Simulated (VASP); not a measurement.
Here is a VASP 6.6.1 calculation.

File POSCAR:

```
Si
1.0
    0.0000000000      2.7218511865      2.7218511865
    2.7218511865      0.0000000000      2.7218511865
    2.7218511865      2.7218511865      0.0000000000
Si
2
Direct
    0.5000000000      0.5000000000      0.5000000000
    0.7500000000      0.7500000000      0.7500000000
```

Contents of INCAR.step1:

```
SYSTEM = Si
ALGO = Normal
EDIFF = 1E-8
EDIFFG = -0.002
ENCUT = 600
GGA = PS
IBRION = 2
ISIF = 3
ISMEAR = -1
LASPH = .TRUE.
LCHARG = .FALSE.
LREAL = .FALSE.
LWAVE = .FALSE.
NELM = 60
NSW = 40
PREC = Accurate
SIGMA = 0.05
```

File INCAR.step2:

```
SYSTEM = Si
ALGO = Normal
EDIFF = 1E-8
ENCUT = 600
GGA = PS
IBRION = 8
ISIF = 2
ISMEAR = -1
LASPH = .TRUE.
LCHARG = .FALSE.
LREAL = .FALSE.
LWAVE = .FALSE.
NELM = 60
NSW = 1
PREC = Accurate
SIGMA = 0.05
```

Contents of KPOINTS:

```
k-points
0
G
  6 6 6
  0 0 0
```

Potentials or basis: VASP PAW PBE potentials, release 64 (Si).

Launch:

```sh
$ cat potpaw_PBE.64/Si/POTCAR > POTCAR
$ cp INCAR.step1 INCAR
$ mpirun -np 1 vasp_std > vasp.out
$ cp CONTCAR POSCAR
$ cp INCAR.step2 INCAR
$ mpirun -np 1 vasp_std > vasp.out
```

Problem. Estimate the highest phonon frequency at Γ.

Solution. 509 cm⁻¹.

Problem. What does it give for the space group after relaxing (to 0.05 Å)?

Solution. Fd-3m (No. 227).

Problem. Estimate the relaxed cell.

Solution. a = 3.845 Å, b = 3.845 Å, c = 3.845 Å, α = 60.00°, β = 60.00°, γ = 60.00°.

The path:
```tsv
step	energy change (eV)	largest force (eV/Å)	pressure (GPa)	volume (Å³)
1	0.0000	0.0000	-0.33	40.33
2	-0.0001	0.0000	0.24	40.09
3	-0.0002	0.0000	0.01	40.18
```

Caveat: the PAW data sets were made with another functional, which shifts forces and pressure a little.
